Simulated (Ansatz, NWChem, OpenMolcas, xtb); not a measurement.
Redistribution: CH2F2O + CHF3 → CH3FO + CF4

Gas-phase species: CH2F2O `OC(F)F`, singlet; CHF3 (trifluoromethane) `FC(F)F`, singlet; CH3FO `OCF`, singlet; CF4 (tetrafluoromethane) `FC(F)(F)F`, singlet. The partners trade F for H; both sit on C, so the bond types are kept.

Shapes, held fixed at every level: PBE0-D4/def2-TZVP. Flexible molecules stand in one conformer, not always the lowest. Programs: Ansatz 0.2.0, NWChem 7.3.0, OpenMolcas 26.06, xtb 6.7.1. A level may come from different programs for different species; with the same settings they agree closely. The zero-point and thermal change to 298 K, harmonic and unscaled (PBE0-D4/def2-TZVP), is -1.2 kJ/mol.

| level | kind | ΔH(298 K) (kJ/mol) | less CCSD(T)/CBS estimate |
| --- | --- | --- | --- |
| GFN2-xTB | semi-empirical | +16.7 | +4.0 |
| HF/def2-SVP | Hartree–Fock | +11.1 | -1.6 |
| r2SCAN-D4/def2-TZVPP | meta-GGA | +12.0 | -0.7 |
| PBE0/def2-SVP | global hybrid | +7.2 | -5.5 |
| wB97X-V/def2-TZVPP | range-separated hybrid | +13.2 | +0.5 |
| MP2/def2-SVP | perturbation theory | +6.9 | -5.8 |
| CCSD(T)/def2-TZVPP | coupled cluster or CI | +12.9 | +0.2 |
| CCSD(T)/CBS estimate | coupled cluster or CI | +12.7 | 0.0 |

The highest level, CCSD(T)/CBS estimate, gives ΔH(298 K) = +12.7 kJ/mol; the levels span +6.9 to +16.7. The column of differences is taken from that level and isn't an error. No measured value is set beside it here. The CBS estimate extrapolates MP2 from def2-TZVPP and def2-QZVPP and adds CCSD(T) − MP2 in the triple-zeta set, cores frozen.
